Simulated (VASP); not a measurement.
**A VASP 6.6.1 single-point calculation on InP**

INCAR

```
NSW = 0
LASPH = .TRUE.
LREAL = .FALSE.
NELM = 80
NELECT = 17.9
SIGMA = 0.05
IBRION = -1
METAGGA = RTPSS
ENCUT = 520
LCHARG = .FALSE.
EDIFF = 1E-7
NBANDS = 16
PREC = Accurate
LWAVE = .FALSE.
ALGO = Normal
ISIF = 2
ISMEAR = 2
```

KPOINTS

```
KPOINTS created by Atomic Simulation Environment
0
Gamma
8 8 8
0 0 0
```

POSCAR

```
In P
 1.0000000000000000
    -0.0000000000000000    2.9537876469139692    2.9537876469139692
     2.9537876469139692    0.0000000000000000    2.9537876469139692
     2.9537876469139692    2.9537876469139692    0.0000000000000000
 In  P
   1   1
Cartesian
  0.0000000000000000  0.0000000000000000  0.0000000000000000
  1.4768938234569844  1.4768938234569844  1.4768938234569844
```

The recommended PBE PAW datasets give the neutral cell 18 valence electrons.

Command

```
mpirun -np 1 vasp_std
```

Predict the outcome of this run.

It converged. Results: pressure -2.9 GPa.

OSZICAR

```
N       E                     dE             d eps       ncg     rms          rms(c)
DAV:   1     0.193026061093E+03    0.19303E+03   -0.61264E+04   928   0.157E+05
DAV:   2     0.161844009351E+02   -0.17684E+03   -0.16985E+03  1192   0.345E+02
DAV:   3    -0.746913013441E+00   -0.16931E+02   -0.18369E+02  1336   0.119E+02
DAV:   4    -0.172195455375E+03   -0.17145E+03   -0.13155E+03  1392   0.363E+01
DAV:   5    -0.100901613326E+03    0.71294E+02   -0.11400E+03  1248   0.557E+01    0.173E+02
DAV:   6     0.745359317538E+01    0.10836E+03   -0.28308E+02  1088   0.806E+01    0.675E+01
DAV:   7     0.719611114617E+01   -0.25748E+00   -0.39693E+00  1448   0.925E+00    0.483E+01
DAV:   8     0.724823250132E+01    0.52121E-01   -0.19814E-01  1096   0.316E+00    0.284E+01
DAV:   9     0.725670958846E+01    0.84771E-02   -0.36861E-02  1184   0.167E+00    0.122E+01
DAV:  10     0.725378790642E+01   -0.29217E-02   -0.10238E-02  1072   0.771E-01    0.849E-01
DAV:  11     0.725370918093E+01   -0.78725E-04   -0.64691E-04  1312   0.207E-01    0.273E-01
DAV:  12     0.725356452500E+01   -0.14466E-03   -0.10442E-04  1104   0.672E-02    0.564E-01
DAV:  13     0.725352003791E+01   -0.44487E-04   -0.79952E-05  1160   0.598E-02    0.519E-02
DAV:  14     0.725351582062E+01   -0.42173E-05   -0.72783E-06  1160   0.189E-02    0.344E-02
DAV:  15     0.725351466350E+01   -0.11571E-05   -0.23198E-06  1136   0.937E-03    0.540E-03
DAV:  16     0.725351484242E+01    0.17892E-06   -0.11304E-07  1024   0.267E-03    0.444E-03
DAV:  17     0.725351482870E+01   -0.13716E-07   -0.27575E-08   840   0.922E-04
   1 F= 0.72535148E+01 E0= 0.72535256E+01  d E =-.431723E-04
```

The cell is charged and sits in a uniform background.

For comparison, a separate r²SCAN run of the intended cell, on usual settings and not on those above, gives a gap of 1.03 eV on its mesh and a pressure of -0.1 GPa.
